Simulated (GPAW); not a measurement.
The system is Pd.

```
Pd
1.0
     0.00000    1.94650    1.94650
     1.94650    0.00000    1.94650
     1.94650    1.94650    0.00000
Pd
1
Direct
  0.00000 0.00000 0.00000
```

| Property | Result |
| --- | --- |
| Program | GPAW 26.7.0 |
| Task | relaxation of cell and atoms |
| Functional | PBEsol |
| Dispersion | D3(BJ) |
| Potentials or basis | PAW data sets generated in the run's folder for this functional |
| Cutoff | 600 eV |
| Basis | pw |
| k mesh | 12 × 12 × 12 |
| Occupations | fermi-dirac, width 0.05 eV |
| Spin | no spin polarisation |

At the start: pressure -9.3 GPa; volume 14.75 Å³/atom.

Problem. How do energy, volume and symmetry change on relaxing?

Solution. Over 3 steps the energy falls by 21.0 meV/atom and the volume is 14.08 Å³/atom (-4.6 %); space group Fm-3m (No. 225, to 0.05 Å).

Step by step:
```
step  energy change (eV)  largest force (eV/Å)  pressure (GPa)  volume (Å³)
   1              0.0000                0.0000           -9.34        14.75
   2             -0.0200                0.0000           -2.06        14.22
   3             -0.0210                0.0000            0.19        14.08
```

Final structure:
```
CELL_PARAMETERS angstrom
0.00000 1.91637 1.91637
1.91637 0.00000 1.91637
1.91637 1.91637 0.00000
ATOMIC_POSITIONS crystal
Pd 0.00000 0.00000 0.00000
```

Caveat: later steps reuse the first step's grids; pairwise dispersion overbinds metals, which lowers pressure and volume.
